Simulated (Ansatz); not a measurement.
AlCu: relaxation of cell and atoms with PBEsol

The system is AlCu.

```xyz
2
Lattice="2.9975 0.0000 0.0000 0.0000 2.9975 0.0000 0.0000 0.0000 2.9975" Properties=species:S:1:pos:R:3 pbc="T T T"
Cu    1.4988    1.4988    1.4988
Al    0.0000    0.0000    0.0000
```

The cell comes from a database or a generator and needn't be the stable form of this composition.

```yaml
Program: Ansatz 0.2.0
Task: relaxation of cell and atoms
Functional: PBEsol
Potentials_or_basis: Ansatz PAW
Cutoff: "420 eV (not typed: the program's choice for these potentials)"
k_mesh: 9 × 9 × 9
Occupations: fermi-dirac, width 0.05 eV
Spin: no spin polarisation
Target_pressure: 10 GPa
Target_pressure_GPa: 10
```

The relaxed volume is 12.09 Å³/atom, the relaxed cell is a = 2.892 Å, b = 2.892 Å, c = 2.892 Å, α = 90.00°, β = 90.00°, γ = 90.00° and the space group after relaxing (to 0.05 Å) is Pm-3m (No. 221). The energy change on relaxing (the enthalpy is what falls) is +16.1 meV/atom, the ionic steps are 5 and the pressure after relaxing is 10.0 GPa. The band gap on the k mesh is none (metal or under the smearing width).

Step by step:
```tsv
step	energy change (eV)	largest force (eV/Å)	volume (Å³)
1	0.0000	0.0000	26.93
2	0.0093	0.0000	24.60
3	0.0368	0.0000	24.10
4	0.0312	0.0000	24.19
5	0.0323	0.0000	24.19
```

Final structure:
```
Cu Al
1.0
     2.89197    0.00000    0.00000
     0.00000    2.89197    0.00000
     0.00000    0.00000    2.89197
Cu Al
1 1
Direct
  0.50000 0.50000 0.50000
  0.00000 0.00000 0.00000
```

Levels at points of the mesh, in eV from the Fermi level:
```
           k point  band 8  band 9  band 10  band 11  band 12  band 13  band 14  band 15
(0.00, 0.00, 0.00)   -4.18   -4.18    -4.18     4.15     4.15     4.15     6.54     6.54
```

Wall time 3.6 s on 2 threads of Arm Neoverse V1, on a shared host, peak memory 0.29 GiB.

Caveat: the plane-wave basis is chosen anew once the cell has moved, so the energies of steps on either side of that aren't comparable; the PAW data sets come from PBE, with cores solved anew for the run's functional, which leaves a small shift of forces and pressure.
